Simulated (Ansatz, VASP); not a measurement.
# One calculation of BeTe, two programs

File INCAR:

```
SYSTEM = BeTe
PREC = Accurate ; ENCUT = 520
EDIFF = 1E-6 ; ISMEAR = 0
SIGMA = 0.028000000000000004 ; LREAL = .FALSE.
LASPH = .TRUE. ; NELM = 100
ALGO = Normal ; ISIF = 2
LWAVE = .FALSE. ; LCHARG = .FALSE.
GGA = PE ; NBANDS = 11
```

File KPOINTS:

```
Automatic mesh
0
G
  8 8 8
  0 0 0
```

The input POSCAR:

```
BeTe
1.0
    0.0000000000      2.7700000000      2.7700000000
    2.7700000000      0.0000000000      2.7700000000
    2.7700000000      2.7700000000      0.0000000000
Te Be
1 1
Direct
    0.7500000000      0.7500000000      0.7500000000
    0.0000000000      0.0000000000      0.0000000000
```

Contents of input.yaml:

```yaml
crystal:
  lattice:
    - [0.0, 2.77, 2.77]
    - [2.77, 0.0, 2.77]
    - [2.77, 2.77, 0.0]
  atoms:
    - { symbol: Te, position: [0.75, 0.75, 0.75] }
    - { symbol: Be, position: [0.0, 0.0, 0.0] }
hamiltonian:
  xc: pbe
  pseudopotentials: { kind: paw }
kpoints:
  mp_grid: { grid: [8, 8, 8] }
scf:
  occupations: { method: gaussian, width: 0.028 }
output:
  forces: true
  stress: true
  eigenvalues: true
  write_density: true
  write_potential: true
  elf: true
  volumetric_format: npy
```

Alike in both runs: task single point; functional PBE; k mesh 8 × 8 × 8; occupations gaussian, width 0.028 eV; no spin polarisation.

```csv
,VASP,Ansatz
version,VASP 6.6.1,Ansatz 0.2.0
potentials or method,"VASP PAW PBE potentials, release 64 (Te, Be)",Ansatz PAW
plane-wave cutoff (eV),520,420
valence electrons in the cell,8,18
```

Ansatz gave:

* gap on the k mesh at the Fermi level (eV): 1.86
* least direct gap on the mesh (eV): 3.59
* pressure (GPa): 4.3

Task: What did VASP give for the same quantities?

Result: gap on the k mesh at the Fermi level (eV): 1.85; least direct gap on the mesh (eV): 3.56; pressure (GPa): 4.5.

The functional is the same, so the differences come from potentials, cutoffs and numerics. The two sets of potentials don't hold the same shells in valence.

Caveats: spin-orbit coupling is left out, which moves the levels of the heavy elements. A k mesh can miss the band edges.
